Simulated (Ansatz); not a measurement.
# Li2S: an elastic constant from a strain scan

Theory: DFT PBE, scalar-relativistic, plane waves, PAW in Ansatz. Settings: plane waves to 420 eV, k-mesh 8×8×8 (Γ-centred), Gaussian smearing 0.05 eV. No spin polarisation. Energies are free energies at this smearing, counted from the undisturbed cell; pressure is positive in compression.

The undisturbed cell (as given, not relaxed at this level; it stands at 0.0 GPa):

```
Li S
1.0
     0.00000    2.85400    2.85400
     2.85400    0.00000    2.85400
     2.85400    2.85400    0.00000
Li S
2 1
Direct
  0.25000 0.25000 0.25000
  0.75000 0.75000 0.75000
  0.00000 0.00000 0.00000
```

The cell is strained by ε times the Voigt pattern (0, 0, 0, 0, 1, 0) (xx, yy, zz, yz, xz, xy; engineering shear) with fractional coordinates fixed. The cell holds 3 atoms in V0 = 46.49 Å³. The stress column is τ = (1/V0) dE/dε, got from the stress tensor σ (compression positive) at each point as −det(1 + εP) σ : P(1 + εP)⁻¹, with P the pattern as a tensor.

```
      ε  ΔE (meV/atom)  τ (GPa)
-0.0175          0.524   -0.619
-0.0150          0.385   -0.530
-0.0125          0.267   -0.442
-0.0100          0.171   -0.353
-0.0075          0.096   -0.265
-0.0050          0.043   -0.177
-0.0025          0.011   -0.088
 0.0000          0.000    0.000
 0.0025          0.011    0.088
 0.0050          0.043    0.177
 0.0075          0.096    0.265
 0.0100          0.171    0.353
 0.0125          0.267    0.442
 0.0150          0.385    0.530
 0.0175          0.524    0.619
 0.0200              ?        ?
```

Which combination of elastic constants does this scan measure, and how large is it?

For small ε, τ = τ0 + Kε with K = pᵀCp, which for this pattern is C44 in the cubic axes. The parabola through τ at ε = -0.0025, 0 and 0.0025 has slope K = 35 GPa at zero. The energies per cell, E = NΔE, of the wider pair ε = ±0.0175 give K = 2[E(ε₊)/ε₊ − E(ε₋)/ε₋]/[(ε₊ − ε₋)V0] = 35 GPa, in agreement. These are clamped-ion values.

Predict the withheld row at ε = 0.0200 from the harmonic law, and compare.

ΔE = V0(τ0 ε + Kε²/2)/N = 0.683 meV/atom and τ = 0.71 GPa. The calculation gives 0.684 meV/atom and 0.71 GPa, a miss of 0.01 meV/atom at most, so the harmonic law still holds here.

Forces appear on the atoms along this scan, and letting them relax would lower the energy and soften the response.